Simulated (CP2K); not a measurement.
BN:

```
CELL_PARAMETERS angstrom
2.49824 0.00000 0.00000
-1.24912 2.16354 0.00000
0.00000 0.00000 6.63570
ATOMIC_POSITIONS crystal
N 0.66667 0.33333 0.25000
N 0.33333 0.66667 0.75000
B 0.66667 0.33333 0.75000
B 0.33333 0.66667 0.25000
```

Program: CP2K 2026.2. Alike in all runs: task band structure; no spin polarisation; cell as given; k mesh 12 × 12 × 4.

**Question.** Order these runs on this cell by their pressure, lowest first.
A. level LDA; potentials or basis GTH_POTENTIALS N GTH-PADE-q5, B GTH-PADE-q3; TZVP-MOLOPT-PBE-GTH basis; smearing fermi-dirac 0.05 eV; EPS_DEFAULT 1.0E-9; NGRIDS 4; bands added on the path 4; CUTOFF of the grids 450 Ry
B. level r2SCAN; potentials or basis POTENTIAL_UZH N GTH-SCAN-q5, B GTH-SCAN-q3; TZVP-MOLOPT-SCAN-GTH basis; smearing fermi-dirac 0.01 eV; EPS_DEFAULT 1.0E-10; NGRIDS 4; bands added on the path 6; CUTOFF of the grids 675 Ry
C. level PBE; potentials or basis POTENTIAL_UZH N GTH-PBE-q5, B GTH-PBE-q3; TZVP-MOLOPT-PBE-GTH basis; smearing fermi-dirac 0.01 eV; EPS_DEFAULT 1.0E-9; NGRIDS 5; bands added on the path 6; CUTOFF of the grids 450 Ry

**Answer.** A (-3.1 GPa), B (0.7 GPa), C (5.2 GPa).

Caveats: the basis of atomic orbitals isn't converged, which shifts pressures, moduli and gaps; this functional lacks dispersion, which binds the layers, so the pressure and a relaxed spacing across them are unreliable (some runs).

Not every run made on this cell is shown here.
